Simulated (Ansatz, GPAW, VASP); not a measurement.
# BAs: programs and potentials compared

```
As B
1.0
     0.00000    2.38850    2.38850
     2.38850    0.00000    2.38850
     2.38850    2.38850    0.00000
As B
1 1
Direct
  0.75000 0.75000 0.75000
  0.00000 0.00000 0.00000
```

Alike in all runs: task band structure; functional revPBE; k mesh 10 × 10 × 10; occupations fermi-dirac, width 0.05 eV; no spin polarisation; no spin-orbit coupling. Pressure is positive in compression and, in plane waves, holds the error of the finite cutoff, which Ansatz's Pulay term estimates and takes out. Gaps are the smaller of the mesh's and the band path's.

```
                                                    program and potentials  plane-wave cutoff (eV)                                                                                                                           notes  band gap (eV)  pressure (GPa)
                                                        Ansatz, Ansatz PAW                     420  potentials made for PBE, which Ansatz adapts in part; 9 valence electrons an atom on average; Pulay term of +0.09 GPa included           1.21            4.77
                                         VASP, PBE PAW files As, B, 520 eV                     520                                                                 potentials made for PBE; 4 valence electrons an atom on average           1.20            5.35
                            Ansatz, all-electron LAPW, scalar-relativistic                       -                                                                                                                               -           1.21            4.72
GPAW, the program's PAW data sets (release 1.2.1) made for this functional                     800                                                                                          4 valence electrons an atom on average           1.20            5.29
```

The band gap spans 1.20 (VASP, PBE PAW files As, B, 520 eV) to 1.21 eV (Ansatz, all-electron LAPW, scalar-relativistic), with all-electron results at 1.21. The pressure spans 4.72 (Ansatz, all-electron LAPW, scalar-relativistic) to 5.35 GPa (VASP, PBE PAW files As, B, 520 eV), with all-electron results at 4.72. Some sets were made for another functional than the one run, which can shift their rows. Spin-orbit coupling, left out here, moves the band edges of heavy atoms. The paths' points differ, which is worth about 0.01 eV.

Differences between rows come from potentials, basis sets and numerical settings, since the functional is the same but for its coding. Runs on potential files found faulty are left out.
